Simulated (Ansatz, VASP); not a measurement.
# One calculation of Al, two programs

```
Al
1.0
     3.51502    2.02940    6.48206
    -3.51502    2.02940    6.48206
     0.00000   -4.05879    6.48206
Al
12
Direct
  0.02165 0.63930 0.02165
  0.02165 0.02165 0.63930
  0.63930 0.02165 0.02165
  0.97835 0.36070 0.97835
  0.36070 0.97835 0.97835
  0.97835 0.97835 0.36070
  0.22912 0.61854 0.22912
  0.22912 0.22912 0.61854
  0.61854 0.22912 0.22912
  0.77088 0.38146 0.77088
  0.38146 0.77088 0.77088
  0.77088 0.77088 0.38146
```

Alike in both runs: functional PBEsol; k mesh 3 × 3 × 3; occupations gaussian, width 0.1 eV; no spin polarisation.

Ansatz relaxed the structure, and its values are those at the end. VASP's run is a single point on that final structure, the one shown.

|  | VASP | Ansatz |
| --- | --- | --- |
| version | VASP 6.6.1 | Ansatz 0.2.0 |
| potentials or method | VASP PAW PBE potentials, release 64 (Al) | scalar-relativistic, plane waves, PAW |
| plane-wave cutoff (eV) | 520 | 420 |
| valence electrons in the cell | 36 | 36 |

Ansatz gave:

```
gap on the k mesh at the Fermi level (eV) : none
pressure (GPa)                            : -0.1
rms of the force components (eV/Å)        : 0.012
```

Task: What did VASP give for the same quantities?

Result: gap on the k mesh at the Fermi level (eV): none; pressure (GPa): 0.0; rms of the force components (eV/Å): 0.013.

A gap of «none» marks a metal or a gap that the smearing closes. With one functional, cell and mesh, what is left measures potentials, basis and numerics.

Caveats: the k mesh is coarse (spacing up to 0.36 Å⁻¹), so the values aren't converged; the PAW data sets were made with another functional, which shifts forces and pressure a little (VASP).
